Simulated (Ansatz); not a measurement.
Runs of Ansatz 0.2.0 on WC (Qusongite). Symmetry: P-6m2, No. 187, hexagonal system. Conventional cell: a = 2.907 Å, b = 2.907 Å, c = 2.837 Å, α = 90.00°, β = 90.00°, γ = 120.00°. Around W (site symmetry -6m2) lie 6 C at 2.20 Å. Around C (site symmetry -6m2) lie 6 W at 2.20 Å. 

```tsv
task	level	potentials or basis	spin	U	cell	k mesh	cutoff (eV)	smearing	basis error allowed	mesh quality	gap on the mesh (eV)	pressure (GPa)	relaxed volume (Å³/atom)
relaxation of cell and atoms	revPBE+D4	all-electron LAPW, scalar-relativistic	off	-	relaxed	10 × 10 × 9	-	fermi-dirac 0.05 eV	0.001 eV/atom	not flagged	-	0.0	(a)
phonons	PBE	all-electron LAPW, scalar-relativistic	off	-	as given	7 × 7 × 7	358	fermi-dirac 0.05 eV	0.001 eV/atom	coarse	none	-	-
single point	PBE	all-electron LAPW, scalar-relativistic	off	-	as given	6 × 6 × 5	308	fermi-dirac 0.02 eV	0.002 eV/atom	coarse	none	6.0	-
relaxation of cell and atoms	RPBE+D3(BJ)	all-electron LAPW, scalar-relativistic	off	-	relaxed	10 × 10 × 9	-	fermi-dirac 0.05 eV	0.001 eV/atom	not flagged	-	0.0	9.58
phonons	LDA	all-electron LAPW, scalar-relativistic	off	-	as given	7 × 7 × 7	359	fermi-dirac 0.05 eV	0.001 eV/atom	coarse	none	-	-
single point	PBE	all-electron LAPW, scalar-relativistic	off	-	as given	10 × 10 × 9	335	gaussian 0.015 eV	0.001 eV/atom	not flagged	none	5.7	-
density of states	LDA+U	all-electron LAPW, relativistic spinors	SOC, no magnetisation	W d U = 5.3 eV	atoms moved at random, drawn with an rms of 0.02 Å	7 × 7 × 7	346	gaussian 0.05 eV	0.001 eV/atom	coarse	none	(b)	-
relaxation of cell and atoms	PBEsol+D4	all-electron LAPW, scalar-relativistic	off	-	relaxed	10 × 10 × 9	-	fermi-dirac 0.05 eV	0.001 eV/atom	not flagged	-	0.0	10.19
```

Question: Estimate the missing entries.

Answer: (a) 10.28; (b) -7.3.

Caveats: some runs use coarse meshes; the k mesh is thin for a metal, which can move the energy by tens of meV per atom (some runs); a metal's response needs a denser mesh (some runs); U is the effective U less J, on atomic orbitals that reach past the spheres (some runs); U without spin polarisation on a metal has little footing (some runs); the U is typed as a test and isn't derived for this compound (some runs).

A k mesh can miss the band edges, and rows without SOC leave out spin-orbit coupling on W.

A gap of «none» marks a metal or a gap under the smearing width.
